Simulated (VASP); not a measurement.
# Ca (Im-3m) in VASP: settings compared

The runs below take Ca through relaxation of cell and atoms, single point, with optB88-vdW, vdW-DF-cx, rev-vdW-DF2, vdW-DF.

All numbers are computed with VASP 6.6.1; they aren't measurements. Logs are shortened: lines on timing, memory, paths and dates and some standing lists are left out, and cuts for length are marked.

**1. The structure**

The structure is cubic, space group Im-3m (No. 229). Conventional cell: a = 4.480 Å, b = 4.480 Å, c = 4.480 Å, α = 90.00°, β = 90.00°, γ = 90.00°. Ca (site symmetry m-3m) is surrounded by 8 Ca at 3.88 Å.

This isn't the form of Ca at room conditions, which is fcc.

**2. Relaxation of cell and atoms, optB88-vdW**

File INCAR:

```
SYSTEM = Ca
AGGAC = 0.0
ALGO = Normal
EDIFF = 1E-6
EDIFFG = -0.02
ENCUT = 600
GGA = BO
IBRION = 2
ISIF = 3
ISMEAR = -1
LASPH = .TRUE.
LCHARG = .FALSE.
LREAL = .FALSE.
LUSE_VDW = .TRUE.
LWAVE = .FALSE.
NELM = 60
NSW = 40
PARAM1 = 0.1833333333
PARAM2 = 0.22
PREC = Accurate
SIGMA = 0.05
```

File KPOINTS:

```
k-points
0
G
  8 8 8
  0 0 0
```

File POSCAR:

```
Ca
1.0
   -2.2400000000      2.2400000000      2.2400000000
    2.2400000000     -2.2400000000      2.2400000000
    2.2400000000      2.2400000000     -2.2400000000
Ca
1
Direct
    0.0000000000      0.0000000000      0.0000000000
```

Potentials or basis: VASP PAW PBE potentials, release 64 (Ca_sv).

Command:

```sh
$ cat potpaw_PBE.64/Ca_sv/POTCAR > POTCAR
$ mpirun -np 1 vasp_std > vasp.out
```

OUTCAR:

```text
SYSTEM = Ca
   EDIFF = 1E-6
   EDIFFG = -0.02
   ENCUT = 600
   GGA = BO
   IBRION = 2
   ISIF = 3
   ISMEAR = -1
   LASPH = .TRUE.
   LREAL = .FALSE.
   NELM = 60
   NSW = 40
   PREC = Accurate

 ion  position               nearest neighbor table
   1  0.000  0.000  0.000-

  LATTYP: Found a body centered cubic cell.
 ALAT       =     4.4800000000

  Lattice vectors:

 A1 = (  -2.2400000000,   2.2400000000,   2.2400000000)
 A2 = (   2.2400000000,  -2.2400000000,   2.2400000000)
 A3 = (   2.2400000000,   2.2400000000,  -2.2400000000)

Analysis of symmetry for initial positions (statically):
=====================================================================
 Subroutine PRICEL returns:
 Original cell was already a primitive cell.

 Routine SETGRP: Setting up the symmetry group for a
 body centered cubic supercell.

 Subroutine GETGRP returns: Found 48 space group operations
 (whereof 48 operations were pure point group operations)
 out of a pool of 48 trial point group operations.

The static configuration has the point symmetry O_h .

Analysis of symmetry for dynamics (positions and initial velocities):
=====================================================================
 Subroutine PRICEL returns:
 Original cell was already a primitive cell.

 Routine SETGRP: Setting up the symmetry group for a
 body centered cubic supercell.

 Subroutine GETGRP returns: Found 48 space group operations
 (whereof 48 operations were pure point group operations)
 out of a pool of 48 trial point group operations.

The dynamic configuration has the point symmetry O_h .

 Subroutine INISYM returns: Found 48 space group operations
 (whereof 48 operations are pure point group operations),
 and found     1 'primitive' translations

----------------------------------------------------------------------------------------

                                     Primitive cell

  volume of cell :      44.9577

  direct lattice vectors                    reciprocal lattice vectors
    -2.240000000  2.240000000  2.240000000     0.000000000  0.223214286  0.223214286
     2.240000000 -2.240000000  2.240000000     0.223214286  0.000000000  0.223214286
     2.240000000  2.240000000 -2.240000000     0.223214286  0.223214286  0.000000000

  length of vectors
     3.879793809  3.879793809  3.879793809     0.315672670  0.315672670  0.315672670

[... 86 lines left out ...]
   POTIM  = 0.5000    time-step for ionic-motion
   TEBEG  =    0.0;   TEEND  =   0.0 temperature during run
   PSTRESS=    0.0 pullay stress
   NELECT =      10.0000    total number of electrons
   NUPDOWN=      -1.0000    fix difference up-down
   EMIN   =  10.00;   EMAX   =-10.00  energy-range for DOS
   EFERMI =   0.00;   METHOD = LEGACY
   ISMEAR =    -1;   SIGMA  =   0.05  broadening in eV -4-tet -1-fermi 0-gaus
   EFERMI_NEDOS =   21; number of points for ismear=-14 and -15
   IALGO  =     38    algorithm
   IMIX   =      4    mixing-type and parameters
     AMIX     =   0.40;   BMIX     =  1.00
     AMIX_MAG =   1.60;   BMIX_MAG =  1.00
  volume/ion in A,a.u.               =      44.96       303.39
  Fermi-wavevector in a.u.,A,eV,Ry     =   0.991913  1.874443 13.386649  0.983891
  Thomas-Fermi vector in A             =   2.123688
   LORBIT       =      0    0 simple, 1 ext, 2 COOP (PROOUT), +10 PAW based schemes
   GGA     = BO    functional components
   LHFCALC =     F    Hartree Fock is set to
   AEXX    =    0.0000 exact exchange contribution
   IVDW_NL    =     1    kernel type
   BPARAM     = 6.3000
   IVDW    =     0    specifies the selected vdW correction
   LEPSILON=     F    determine dielectric tensor
   LRPA    =     F    only Hartree local field effects (RPA)
 conjugate gradient relaxation of ions
 non-spin polarized calculation
  energy-cutoff  :      600.00
  volume of cell :       44.96
 maximum number of plane-waves:      1509
   NGX = 15   NGY = 15   NGZ = 15

--------------------------------------- Ionic step        1  -------------------------------------------

 number of electron      10.0000000 magnetization

 Free energy of the ion-electron system (eV)
  ---------------------------------------------------
  ext. energy  EPLUGINS =         0.00000000
  ---------------------------------------------------
  free energy    TOTEN  =         0.59807075 eV

  energy without entropy =        0.61133720  energy(sigma->0) =        0.60470397

------------------------ aborting loop because EDIFF is reached ----------------------------------------

  FORCE on cell =-STRESS in cart. coord.  units (eV):
  Direction    XX          YY          ZZ          XY          YZ          ZX
  --------------------------------------------------------------------------------------
  -------------------------------------------------------------------------------------
  Total       -0.4461977     -0.4461977     -0.4461977     -0.0000000      0.0000000     -0.0000000
  in kB      -15.9013447    -15.9013447    -15.9013447     -0.0000000      0.0000000     -0.0000000
  external PRESSURE =     -15.9013447 kB  Pullay stress =       0.0000000 kB
[... 61 lines left out ...]
--------------------------------------- Ionic step        3  -------------------------------------------

 number of electron      10.0000002 magnetization

 Free energy of the ion-electron system (eV)
  ---------------------------------------------------
  ext. energy  EPLUGINS =         0.00000000
  ---------------------------------------------------
  free energy    TOTEN  =         0.57229225 eV

  energy without entropy =        0.58416407  energy(sigma->0) =        0.57822816

 E-fermi :   2.0941     XC(G=0):  -7.9697

 val. band max:        2.0865946355   @ k =   0.5000   0.5000   0.2500
 cond. band min:       2.1442472750   @ k =   0.5000   0.5000   0.1250
 fundamental gap:      0.0576526395
 Fermi energy:         2.0940926550

 k-point     1 :       0.0000    0.0000    0.0000
  band No.  band energies     occupation
      1     -39.8162      2.00000
      2     -20.8034      2.00000
      3     -20.8034      2.00000
      4     -20.8034      2.00000
      5      -2.0141      2.00000
      6       4.3815      0.00000
      7       4.3815      0.00000
      8       4.3815      0.00000
      9       5.4582      0.00000
[... 265 lines left out ...]
 k-point    24 :      -0.3750    0.3750    0.2500
  band No.  band energies     occupation
      1     -39.7928      2.00000
      2     -20.9275      2.00000
      3     -20.8823      2.00000
      4     -20.8654      2.00000
      5       1.1000      2.00000
      6       2.7722      0.00000
      7       4.2628      0.00000
      8       4.4589      0.00000
      9       5.5925      0.00000

 [... further k-points ...]
[... 5 lines left out ...]
  --------------------------------------------------------------------------------------
  -------------------------------------------------------------------------------------
  Total       -0.0127980     -0.0127980     -0.0127980     -0.0000000     -0.0000000      0.0000000
  in kB       -0.5095249     -0.5095249     -0.5095249     -0.0000000     -0.0000000      0.0000000
  external PRESSURE =      -0.5095249 kB  Pullay stress =       0.0000000 kB
[... 20 lines left out ...]
  energy  without entropy=        0.5841640705  energy(sigma->0) =        0.57822816

Total vdW correction in eV:      1.8790057

 reached required accuracy - stopping structural energy minimisation
```

OSZICAR:

```text
N       E                     dE             d eps       ncg     rms          rms(c)
DAV:   1     0.663336653956E+02    0.66334E+02   -0.54143E+03   522   0.111E+03
DAV:   2     0.195874609487E+01   -0.64375E+02   -0.64100E+02   534   0.231E+02
DAV:   3     0.665542888146E+00   -0.12932E+01   -0.12834E+01   776   0.346E+01
[... 25 lines left out ...]
DAV:   5     0.572274013346E+00   -0.32482E-02   -0.73003E-03   804   0.372E-01    0.882E-02
DAV:   6     0.572276369893E+00    0.23565E-05   -0.14305E-04   799   0.119E-01    0.243E-02
DAV:   7     0.572315802718E+00    0.39433E-04   -0.84089E-05   646   0.102E-01    0.372E-02
DAV:   8     0.572291790007E+00   -0.24013E-04   -0.80562E-05   808   0.845E-02    0.587E-03
DAV:   9     0.572292248029E+00    0.45802E-06   -0.46108E-07   348   0.875E-03
   3 F= 0.57229225E+00 E0= 0.57822816E+00  d E =-.257785E-01
```

CONTCAR:

```text
Ca
   1.00000000000000
    -2.1587825840600789    2.1587825840600789    2.1587825840600789
     2.1587825840600789   -2.1587825840600789    2.1587825840600789
     2.1587825840600789    2.1587825840600789   -2.1587825840600789
  Ca
     1
Direct
     0.0000000000000000    0.0000000000000000    0.0000000000000000

  0.00000000E+00  0.00000000E+00  0.00000000E+00
```

It took 82 s on 1 thread of Intel Xeon 6975P-C (Granite Rapids), shared host; peak memory 0.38 GiB.

Results:

| Property | Result |
| --- | --- |
| Free energy | 0.5723 eV |
| Relaxed volume | 40.24 Å³/atom |
| Relaxed cell | a = 3.739 Å, b = 3.739 Å, c = 3.739 Å, α = 109.47°, β = 109.47°, γ = 109.47° |
| Space group after relaxing (to 0.05 Å) | Im-3m (No. 229) |
| Energy gained by relaxing | 25.8 meV/atom |
| Ionic steps | 3 |
| Pressure after relaxing | -0.1 GPa |
| Band gap on the k mesh | none (metal or under the smearing width) |

The path:
| step | energy change (eV) | largest force (eV/Å) | pressure (GPa) | volume (Å³) |
| --- | --- | --- | --- | --- |
| 1 | 0.0000 | 0.0000 | -1.59 | 44.96 |
| 2 | -0.0210 | 0.0000 | -0.75 | 42.12 |
| 3 | -0.0258 | 0.0000 | -0.05 | 40.24 |

Final structure:
```
CELL_PARAMETERS angstrom
-2.15878 2.15878 2.15878
2.15878 -2.15878 2.15878
2.15878 2.15878 -2.15878
ATOMIC_POSITIONS crystal
Ca 0.00000 0.00000 0.00000
```

Caveat: the PAW data sets were made with another functional, which shifts forces and pressure a little.

(Continued in part 2 of 2.)
